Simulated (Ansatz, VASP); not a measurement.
MgO in VASP and in Ansatz

INCAR

```
PREC = Accurate ; ENCUT = 520
EDIFF = 1E-6 ; ISMEAR = 0
SIGMA = 0.05 ; LREAL = F
LASPH = T ; NELM = 100
ALGO = Normal ; ISIF = 2
LWAVE = F ; LCHARG = F
GGA = PS ; NBANDS = 11
```

File KPOINTS:

```
Automatic mesh
0
Gamma
  10 10 10
```

File POSCAR:

```
MgO
1.0
    0.0000000000      2.1351500000      2.1351500000
    2.1351500000      0.0000000000      2.1351500000
    2.1351500000      2.1351500000      0.0000000000
Mg O
1 1
Direct
    0.0000000000      0.0000000000      0.0000000000
    0.5058543896      0.5058543896      0.4941456104
```

Input for Ansatz:

```yaml
crystal:
  lattice:
    - [0.0, 2.13515, 2.13515]
    - [2.13515, 0.0, 2.13515]
    - [2.13515, 2.13515, 0.0]
  atoms:
    - { symbol: Mg, position: [0.0, 0.0, 0.0] }
    - { symbol: O, position: [0.5058543896, 0.5058543896, 0.4941456104] }
basis:
  ecutwfc: 420
kpoints:
  mp_grid: { grid: [10, 10, 10] }
hamiltonian:
  xc: pbesol
scf:
  occupations: { method: gaussian, width: 0.05 }
output:
  forces: true
  stress: true
  eigenvalues: true
```

Change from the starting cell: all O atoms moved +0.025 Å, as atom 2 along Cartesian [0 0 1].

Alike in both runs: task single point; functional PBEsol; k mesh 10 × 10 × 10; occupations gaussian, width 0.05 eV; no spin polarisation.

|  | VASP | Ansatz |
| --- | --- | --- |
| version | VASP 6.6.1 | Ansatz 0.2.0 |
| potentials or method | VASP PAW PBE potentials, release 64 (Mg, O) | scalar-relativistic, plane waves, PAW |
| plane-wave cutoff (eV) | 520 | 420 |
| valence electrons in the cell | 8 | 16 |

Ansatz gave:

| Quantity | Value |
| --- | --- |
| gap on the k mesh at the Fermi level (eV) | 4.25 |
| least direct gap on the mesh (eV) | 4.25 |
| pressure (GPa) | -5.7 |
| largest component of the traceless stress (GPa) | 0.12 |
| rms of the force components (eV/Å) | 0.063 |

Task: Estimate VASP's values.

Result: gap on the k mesh at the Fermi level (eV): 4.25; least direct gap on the mesh (eV): 4.25; pressure (GPa): -6.3; largest component of the traceless stress (GPa): 0.13; rms of the force components (eV/Å): 0.064.

Atom by atom the forces differ by 0.001 eV/Å (rms over components). The two sets of potentials don't hold the same shells in valence.

Caveats: the PAW data sets were made with another functional, which shifts forces and pressure a little (VASP).
